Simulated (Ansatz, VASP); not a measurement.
## Two plane-wave programs on H3CCl

```
C Cl H
1.0
     9.02872    0.00000    0.00000
     0.00000    9.02872    0.00000
     0.00000    0.00000    9.02872
C Cl H
8 8 24
Direct
  0.09745 0.72382 0.33679
  0.42163 0.36286 0.44009
  0.96278 0.47636 0.76365
  0.90177 0.10231 0.29481
  0.80166 0.05576 0.75878
  0.36625 0.32357 0.01989
  0.39035 0.73038 0.92673
  0.57425 0.75055 0.30343
  0.12478 0.79429 0.52065
  0.47150 0.17042 0.44325
  0.79673 0.47430 0.65383
  0.01467 0.24944 0.22040
  0.79442 0.91860 0.90337
  0.37734 0.25012 0.83633
  0.21570 0.82711 0.93201
  0.57098 0.79439 0.49666
  0.12053 0.81222 0.25720
  0.17359 0.63111 0.31972
  0.98307 0.68522 0.32721
  0.43738 0.40774 0.55147
  0.49404 0.41916 0.36102
  0.30549 0.37105 0.40637
  0.94231 0.41209 0.86439
  0.05183 0.42610 0.69872
  0.98909 0.59165 0.79010
  0.96408 0.04857 0.38393
  0.79922 0.15112 0.33694
  0.87955 0.02505 0.20413
  0.89756 0.12658 0.77958
  0.81331 0.99727 0.65339
  0.69891 0.11968 0.76140
  0.35606 0.23160 0.09804
  0.46728 0.38703 0.04120
  0.26880 0.39531 0.02670
  0.39051 0.65686 0.83043
  0.47997 0.81190 0.91815
  0.40009 0.66578 0.02884
  0.56636 0.85336 0.23968
  0.67780 0.69252 0.27889
  0.47938 0.67908 0.27933
```

Alike in both runs: functional PBE; dispersion D3(BJ); k mesh 1 × 1 × 1; occupations fermi-dirac, width 0.05 eV; no spin polarisation.

Ansatz relaxed the structure, and its values are those at the end. VASP's run is a single point on that final structure, the one shown.

|  | VASP | Ansatz |
| --- | --- | --- |
| version | VASP 6.6.1 | Ansatz 0.2.0 |
| potentials or method | VASP PAW PBE potentials, release 64 (C, Cl, H) | scalar-relativistic, plane waves, PAW |
| plane-wave cutoff (eV) | 520 | 420 |
| valence electrons in the cell | 112 | 112 |

```tsv
	VASP	Ansatz	Ansatz less VASP
rms of the force components (eV/Å)	0.055	0.030	-0.0244
dispersion energy (meV/atom)	-41.5	-41.5	-0.01
```
